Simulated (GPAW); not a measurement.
# MgS (Niningerite) (Fm-3m) in GPAW: settings compared, part 2 of 2

GPAW 26.7.0. The steps go on from the part before.

### 3 One-shot levels of the hybrid HSE06, LDA

The input, run.py:

```python
import numpy as np
from ase.dft.bandgap import bandgap
from ase.io import read, write
from ase.units import GPa
from gpaw import GPAW, PW
from gpaw.hybrids import NonSelfConsistentHybridXCCalculator
from gpaw.hybrids.energy import non_self_consistent_energy

atoms = read('MgS.cif')

calc = GPAW(mode=PW(600),
            xc='LDA',
            kpts={'size': (6, 6, 6), 'gamma': True},
            occupations={'name': 'fermi-dirac', 'width': 0.05},
            nbands=18,
            convergence={'density': 1e-05, 'energy': 1e-05, 'bands': 14, 'eigenstates': 1e-07},
            maxiter=150,
            txt='gpaw.txt')
atoms.calc = calc
energy = atoms.get_potential_energy()
forces = atoms.get_forces()
stress = atoms.get_stress()
calc.write('gs.gpw')
write('result.traj', atoms)
print(f'Energy: {energy:.6f} eV')
print('Forces (eV/A):')
print(forces.round(4))
print('Stress (GPa):', (stress / GPa).round(3))
print('Fermi level:', round(calc.get_fermi_level(), 4), 'eV')
print(f'Gap: {bandgap(calc)[0]:.4f} eV, direct: {bandgap(calc, direct=True)[0]:.4f} eV')

for xc in ['HSE06', 'HSE03', 'PBE0']:
    e = non_self_consistent_energy(calc, xc).sum()
    print(f'{xc} energy on these orbitals: {e:.6f} eV')
    nsc = NonSelfConsistentHybridXCCalculator.from_dft_calculation(
        calc.dft, xc, log=f'levels-{xc}.txt')
    dft_skn, hyb_skn = nsc.calculate(calc.dft.ibzwfs, 0, 14)
    np.savetxt(f'levels-{xc}.dat', hyb_skn.reshape((-1, hyb_skn.shape[-1])), fmt='%.4f')
```

The input, MgS.cif:

```cif
data_MgS
_cell_length_a 3.67928871
_cell_length_b 3.67928871
_cell_length_c 3.67928871
_cell_angle_alpha 60.00000000
_cell_angle_beta 60.00000000
_cell_angle_gamma 60.00000000
_space_group_name_H-M_alt 'P1'
_space_group_name_Hall 'P 1'
_space_group_IT_number 1
loop_
_space_group_symop_operation_xyz
'x,y,z'
loop_
_atom_site_label
_atom_site_type_symbol
_atom_site_symmetry_multiplicity
_atom_site_Wyckoff_symbol
_atom_site_fract_x
_atom_site_fract_y
_atom_site_fract_z
_atom_site_occupancy
S1 S 1 a 0.5000000000 0.5000000000 0.5000000000 1
Mg1 Mg 1 a 0.0000000000 0.0000000000 0.0000000000 1
```

Potentials or basis: the program's PAW data sets (release 1.2.1) made for this functional, pw.

Launch:

```console
$ OMP_NUM_THREADS=1 python run.py
```

gpaw.txt:

```text
__  _  _
 | _ |_)|_||  |
 |__||  | ||/\| - 26.7.0

Input parameters:
  mode=PW(ecut=600.0),
  convergence={'density': 1e-05, 'energy': 1e-05, 'bands': 14, 'eigenstates': 1e-07},
  kpts=MonkhorstPack(size=(6, 6, 6), gamma=True),
  maxiter=150,
  nbands=18,
  occupations=Occupations(name='fermi-dirac', width=0.05),
  xc=XC(name='LDA')

Diagonalizing LCAO Hamiltonian
Converting LCAO to pw mode

                  S

       Mg

Atoms  # Å, Bohr magnetons
|   | symbol |        x |        y |        z |    initial magnetic moments |
|---|--------|----------|----------|----------|-----------------------------|
| 0 |      S | 3.679289 | 2.124238 | 1.502063 | ( 0.0000,  0.0000,  0.0000) |
| 1 |     Mg | 0.000000 | 0.000000 | 0.000000 | ( 0.0000,  0.0000,  0.0000) |

Unit cell  # Å
| periodic |        x |        y |        z |  lengths |    angles |
|----------|----------|----------|----------|----------|-----------|
|      yes | 3.679289 | 0.000000 | 0.000000 | 3.679289 | 60.000000 |
|      yes | 1.839644 | 3.186357 | 0.000000 | 3.679289 | 60.000000 |
|      yes | 1.839644 | 1.062119 | 3.004127 | 3.679289 | 60.000000 |

Number of symmetries: 48
Symmetry operations  # r_c * U_cc + t_c -> r_c
|    | kind |            matrix            |
|----|------|------------------------------|
|  0 |  σ   |  1, 0, 0,  1, 0,-1,  1,-1, 0 |
|  1 |  C2  |  1, 0, 0,  1,-1, 0,  1, 0,-1 |
|  2 |  E   |  1, 0, 0,  0, 1, 0,  0, 0, 1 |
|  3 |  σ   |  1, 0, 0,  0, 0, 1,  0, 1, 0 |
|  4 |  C4  |  1, 0,-1,  1, 0, 0,  1,-1, 0 |
|  5 |  S6  |  1, 0,-1,  1,-1, 0,  1, 0, 0 |
|  6 |  σ   |  1, 0,-1,  0, 1,-1,  0, 0,-1 |
|  7 |  C3  |  1, 0,-1,  0, 0,-1,  0, 1,-1 |
|  8 |  S6  |  1,-1, 0,  1, 0, 0,  1, 0,-1 |
|  9 |  C4  |  1,-1, 0,  1, 0,-1,  1, 0, 0 |
| 10 |  C3  |  1,-1, 0,  0,-1, 1,  0,-1, 0 |
| 11 |  σ   |  1,-1, 0,  0,-1, 0,  0,-1, 1 |
| 12 |  σ   |  0, 1, 0,  1, 0, 0,  0, 0, 1 |
| 13 |  C4  |  0, 1, 0,  0, 1,-1, -1, 1, 0 |
| 14 |  C3  |  0, 1, 0,  0, 0, 1,  1, 0, 0 |
| 15 |  S6  |  0, 1, 0, -1, 1, 0,  0, 1,-1 |
| 16 |  C2  |  0, 1,-1,  1, 0,-1,  0, 0,-1 |
| 17 |  σ   |  0, 1,-1,  0, 1, 0, -1, 1, 0 |
| 18 |  S4  |  0, 1,-1,  0, 0,-1,  1, 0,-1 |
| 19 |  C4  |  0, 1,-1, -1, 1, 0,  0, 1, 0 |
| 20 |  C3  |  0, 0, 1,  1, 0, 0,  0, 1, 0 |
| 21 |  σ   |  0, 0, 1,  0, 1, 0,  1, 0, 0 |
| 22 |  S6  |  0, 0, 1,  0,-1, 1, -1, 0, 1 |
| 23 |  C4  |  0, 0, 1, -1, 0, 1,  0,-1, 1 |
| 24 |  S4  |  0, 0,-1,  1, 0,-1,  0, 1,-1 |
| 25 |  C3  |  0, 0,-1,  0, 1,-1,  1, 0,-1 |
| 26 |  C2  |  0, 0,-1,  0,-1, 0, -1, 0, 0 |
| 27 |  S6  |  0, 0,-1, -1, 0, 0,  0,-1, 0 |
| 28 |  S4  |  0,-1, 1,  1,-1, 0,  0,-1, 0 |
| 29 |  C4  |  0,-1, 1,  0, 0, 1, -1, 0, 1 |
| 30 |  C2  |  0,-1, 1,  0,-1, 0,  1,-1, 0 |
| 31 |  σ   |  0,-1, 1, -1, 0, 1,  0, 0, 1 |
| 32 |  C3  |  0,-1, 0,  1,-1, 0,  0,-1, 1 |
| 33 |  S6  |  0,-1, 0,  0, 0,-1, -1, 0, 0 |
| 34 |  S4  |  0,-1, 0,  0,-1, 1,  1,-1, 0 |
| 35 |  C2  |  0,-1, 0, -1, 0, 0,  0, 0,-1 |
| 36 |  C2  | -1, 1, 0,  0, 1, 0,  0, 1,-1 |
| 37 |  S6  | -1, 1, 0,  0, 1,-1,  0, 1, 0 |
| 38 |  S4  | -1, 1, 0, -1, 0, 1, -1, 0, 0 |
| 39 |  C3  | -1, 1, 0, -1, 0, 0, -1, 0, 1 |
| 40 |  S6  | -1, 0, 1,  0, 0, 1,  0,-1, 1 |
| 41 |  C2  | -1, 0, 1,  0,-1, 1,  0, 0, 1 |
| 42 |  C3  | -1, 0, 1, -1, 1, 0, -1, 0, 0 |
| 43 |  S4  | -1, 0, 1, -1, 0, 0, -1, 1, 0 |
| 44 |  C2  | -1, 0, 0,  0, 0,-1,  0,-1, 0 |
| 45 |  i   | -1, 0, 0,  0,-1, 0,  0, 0,-1 |
| 46 |  σ   | -1, 0, 0, -1, 1, 0, -1, 0, 1 |
| 47 |  C2  | -1, 0, 0, -1, 0, 1, -1, 1, 0 |

BZ-sampling:
  Number of BZ points: 216
  Number of IBZ points: 16

  Monkhorst-Pack size: [6, 6, 6]
  Monkhorst-Pack shift: [0.08333333333333333, 0.08333333333333333, 0.08333333333333333]

K-points  # in reciprocal-cell coordinates
|     |                                coordinates |     weight |
|-----|--------------------------------------------|------------|
|   0 | (  0.00000000,   0.00000000,   0.00000000) | 0.00462963 |
|   1 | (  0.16666667,   0.16666667,   0.00000000) | 0.02777778 |
|   2 | (  0.16666667,   0.16666667,   0.16666667) | 0.03703704 |
|   3 | (  0.33333333,   0.16666667,   0.16666667) | 0.05555556 |
|   4 | (  0.33333333,   0.33333333,  -0.33333333) | 0.05555556 |
|   5 | (  0.33333333,   0.33333333,   0.00000000) | 0.02777778 |
|   6 | (  0.33333333,   0.33333333,   0.16666667) | 0.11111111 |
|   7 | (  0.33333333,   0.33333333,   0.33333333) | 0.03703704 |
|   8 | (  0.50000000,   0.33333333,  -0.33333333) | 0.11111111 |
|   9 | (  0.50000000,   0.33333333,  -0.16666667) | 0.05555556 |
| ... |                                            |            |
|  15 | (  0.50000000,   0.50000000,   0.50000000) | 0.01851852 |

Plane wave coefficients: 1243
Cutoff: 600.0 eV

Spin-components: 1 (collinear spins)
Bands:           18
Projectors:      10
Spin-degeneracy: 2
Datatype:        complex128

Parallelization:
  kpt:    1
  domain: 1
  band:   1

Density:
  Valence electrons: 16.0
  Components: 1
  Grid points: [21 21 21]
  Charge: 0.0  # |e|

Potential:
  Grid points: [21 21 21]

species:
  S:
    name:    Sulfur
    Z:       16.0
    valence: 6
    core:    10
    charge:  0.0  # [|e|]
    compensation charges:
      type: gauss
      rc: 0.24  # [Å]
      lmax: 2
    cutoffs:
      filter: 1.77  # [Å]
      core: 1.66  # [Å]
    projectors
    | kind |    occ | energy [eV] | rcut [Å] |
    |------|--------|-------------|----------|
    |   3s |  2.000 |     -17.278 |    0.974 |
    |   3p |  4.000 |      -7.106 |    0.979 |
    |    s |        |       9.933 |    0.974 |
    |    p |        |      20.105 |    0.979 |
    |    d |        |       0.000 |    0.900 |

    Using partial waves for S as LCAO basis

  Mg:
    name:    Magnesium
    Z:       12.0
    valence: 10
    core:    2
    charge:  0.0  # [|e|]
    compensation charges:
      type: gauss
      rc: 0.33  # [Å]
      lmax: 2
    cutoffs:
      filter: 1.86  # [Å]
      core: 0.54  # [Å]
    projectors
    | kind |    occ | energy [eV] | rcut [Å] |
    |------|--------|-------------|----------|
    |   2s |  2.000 |     -79.291 |    1.090 |
    |   3s |  2.000 |      -4.782 |    1.090 |
    |   2p |  6.000 |     -46.725 |    1.085 |
    |   3p |  0.000 |      -1.374 |    1.085 |
    |    d |        |       0.000 |    1.037 |

    Using partial waves for Mg as LCAO basis

Reference energy: -16251.813960  # eV

eigensolver:
  PPCG
  Converge bands: 14
  niter=2

density mixing:
  MSR1-Mixer
  Pratt-step length: 0.05
  Maximum mixing coefficient: 0.75
  Old densities: 10
  SVD Regularization: 0.005
  Good broyden scale: 1.0
  Trust region scale: 1.0
  Backstep threshold: 4.0
  History deletion threshold: 6.0
  Fourier metric: weight=20.0, sigma=0.015

occupation numbers:
  Fermi-Dirac:
    width: 0.0500  # eV

poisson solver:
  ecut: 4800.0  # eV

xc functional:
  name: None

convergence criteria:
- Maximum integral of absolute [dens]ity change: 1e-05 electrons / valence electron
- Maximum [total energy] change in last 3 cyles: 1e-05 eV / valence electron
- Maximum integral of absolute [eigenst]ate change: 1e-07 eV^2 / valence electron
maximum number of iterations: 150

SCF iterations
|iter     | |      energy | eigst |  dens |
|---------|-|-------------|-------|-------|
|iter:   1| |   -9.960119 | +1.95 |       |
|iter:   2| |   -9.890521 | +0.80 | -1.15 |
|iter:   3| |   -9.605506 | -0.48 | -1.19 |
|iter:   4| |   -9.604956 | -1.29 | -1.80 |
|iter:   5| |   -9.605084 | -2.58 | -2.22 |
|iter:   6| |   -9.605089c| -3.94 | -3.47 |
|iter:   7| |   -9.605090c| -5.27 | -3.95 |
|iter:   8| |   -9.605090c| -6.59 | -4.84 |
|iter:   9| |   -9.605090c| -7.84c| -5.82c|

Converged in 9 steps
Energy contributions relative to reference atoms: (reference = -16251.813960)

Energy contributions:
  Kinetic:           5.862074
  Coulomb:          -4.780488
  Zero:             -0.014773
  External:          0.000000
  Xc:              -10.671902
  Entropy:          -0.000000
  Spinorbit:         0.000000
  ----------------------------
  Free energy:      -9.605090
  Extrapolated:     -9.605090

dipole moment: (-10.643480, -6.145016, -4.345183)  # |e|*Ang

Fermi level: 5.625
Eigenvalues  # (at kpt = [0.000, 0.000, 0.000])
| band index |      eig [eV] | occ [0-2] |
|------------|---------------|-----------|
|          0 |       -69.701 |     2.000 |
|          1 |       -37.148 |     2.000 |
|          2 |       -37.148 |     2.000 |
|          3 |       -37.148 |     2.000 |
|          4 |        -8.217 |     2.000 |
|          5 |         4.434 |     2.000 |
[... 8 lines left out ...]
|         14 |        16.797 |     0.000 |
|         15 |        17.390 |     0.000 |
|        ... |               |           |
|         17 |        17.390 |     0.000 |

Gap: 2.563 eV
Transition (v -> c):
  (s=0, k=0, n=7, [0.00, 0.00, 0.00]) -> (s=0, k=12, n=8, [0.50, 0.50, 0.00])
Direct/indirect transitions are different
Direct gap: 3.482 eV
Transition at: (s=0, k=0, n=7, [0.00, 0.00, 0.00])

Forces  # eV/Ang
|       x |        y |       z |
|---------|----------|---------|
| 0.00000 | -0.00000 | 0.00000 |  # S    0
| 0.00000 |  0.00000 | 0.00000 |  # Mg   1

Stress tensor  # eV/Ang^3
|         x |         y |        z |
|-----------|-----------|----------|
|  0.020518 |  0.000000 | 0.000000 |
|  0.000000 |  0.020518 | 0.000000 |
| -0.000000 | -0.000000 | 0.020518 |

# Writing to gs.gpw (mode='')
```

Run time: 17 min. Hardware: 1 thread of Intel Xeon Platinum 8488C (Sapphire Rapids), shared host; peak memory 0.68 GiB.

Results:

| Item | Value |
| --- | --- |
| Free energy | -9.6051 eV |
| Pressure | -3.3 GPa |
| Band gap on the k mesh | 2.56 eV, indirect (least direct gap 3.48 eV) |
| Band gap of the one-shot hybrid | 3.88 eV |
| Direct band gap of the one-shot hybrid | 4.82 eV |

Levels at points of the mesh, in eV from the valence-band top:
| k point | band 4 | band 5 | band 6 | band 7 | band 8 | band 9 | band 10 | band 11 | band 12 | band 13 |
| --- | --- | --- | --- | --- | --- | --- | --- | --- | --- | --- |
| (0.00, 0.00, 0.00) | -41.58 | -12.65 | 0.00 | 0.00 | 0.00 | 3.48 | 7.80 | 7.80 | 7.80 | 10.18 |
| (0.50, 0.50, 0.00) | -41.58 | -10.95 | -4.24 | -1.70 | -1.70 | 2.56 | 4.25 | 11.80 | 12.59 | 13.13 |
| (0.50, 0.50, 0.50) | -41.58 | -11.32 | -4.90 | -0.59 | -0.59 | 4.37 | 6.72 | 6.72 | 9.88 | 11.95 |

Band gaps from one-shot exact exchange on these states (eV): hse06 3.88, hse03 3.94, pbe0 4.53

Caveat: the k mesh is coarse; the cutoff is short for stress and forces, so pressures can be off by a GPa or more; energy and the plain gap are those of the semilocal run; the hybrids' values are one shot on its orbitals and mesh. A k mesh can miss the band edges.
